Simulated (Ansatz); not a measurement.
**Ti: response to equal strain of all cell vectors**

The task here is to estimate one member of a computed series from the others.

Program: Ansatz 0.2.0. Level of theory: DFT PBE, scalar-relativistic, plane waves, PAW. These are calculated values, not measurements.

2 further runs of the same task are left out: 2 set aside as unsound or not needed.

## The structure to begin with

The structure is hexagonal, space group P6/mmm (No. 191). Conventional cell: a = 4.580 Å, b = 4.580 Å, c = 2.832 Å, α = 90.00°, β = 90.00°, γ = 120.00°. Ti (site symmetry 6/mmm) is surrounded by 14 Ti at 2.83 to 3.00 Å. Ti (site symmetry -6m2) is surrounded by 11 Ti at 2.64 to 3.00 Å.

Structure file:

```
CELL_PARAMETERS angstrom
4.57954 0.00000 0.00000
-2.28977 3.96599 0.00000
0.00000 0.00000 2.83217
ATOMIC_POSITIONS crystal
Ti 0.00000 0.00000 0.00000
Ti 0.33333 0.66667 0.50000
Ti 0.66667 0.33333 0.50000
```

It goes back to an entry of the Materials Project, which need not be the stable form.

It is the result of an earlier relaxation at this level (volume 17.15 Å³/atom; gap on the mesh: none (metal)).

Set-up of the first run:

File input.yaml:

```yaml
crystal:
  lattice:
    - [4.5795363018, 0.0, 0.0]
    - [-2.2897681509, 3.9659947749, 0.0]
    - [0.0, 0.0, 2.8321726462]
  atoms:
    - { symbol: Ti, position: [0.0, 0.0, 0.0] }
    - { symbol: Ti, position: [0.3333333333, 0.6666666667, 0.5] }
    - { symbol: Ti, position: [0.6666666667, 0.3333333333, 0.5] }
basis:
  ecutwfc: 420
kpoints:
  mp_grid: { grid: [12, 12, 14] }
hamiltonian:
  xc: pbe
scf:
  occupations: { method: gaussian, width: 0.1 }
output:
  forces: true
  stress: true
  eigenvalues: true
```

Among the steps run: Zero strain; The cell strained by -1.0 %; The cell strained by +1.0 %; At -2.0 %; Strain +2.0 %; At -3.0 %; Strain +3.0 %.

One table of the session follows, with a row left open; its other results are not shown here.

Lengths are those of the vectors of the cell that was run; stresses in GPa:

```
strain (%)  ΔE (meV/atom)  a (Å)  b (Å)  c (Å)
      -3.0           52.6  4.442  4.442  2.747
      -2.0              ?      ?      ?      ?
      -1.0            5.5  4.534  4.534  2.804
      +0.0            0.0  4.580  4.580  2.832
      +1.0            5.3  4.625  4.625  2.860
      +2.0           20.6  4.671  4.671  2.889
      +3.0           45.1  4.717  4.717  2.917
```

**Question.** Estimate the row for strain (%) = -2.0.

Worked estimate for «ΔE (meV/atom)». A straight line through the neighbours (-3.0, 52.6) and (-1.0, 5.5) gives 52.6 + (5.5 − 52.6) × (-2.0 + 3.0) / (-1.0 + 3.0) = 29.1; a parabola fitted to 3 rows on both sides gives 23.0.

The run gave: ΔE (meV/atom): 22.7; a (Å): 4.488; b (Å): 4.488; c (Å): 2.776. In «ΔE (meV/atom)» the line misses by +6.4 and the parabola by +0.3.

ΔE is over the unstrained cell. Stress in GPa, positive in compression, on the Cartesian axes of the input. 
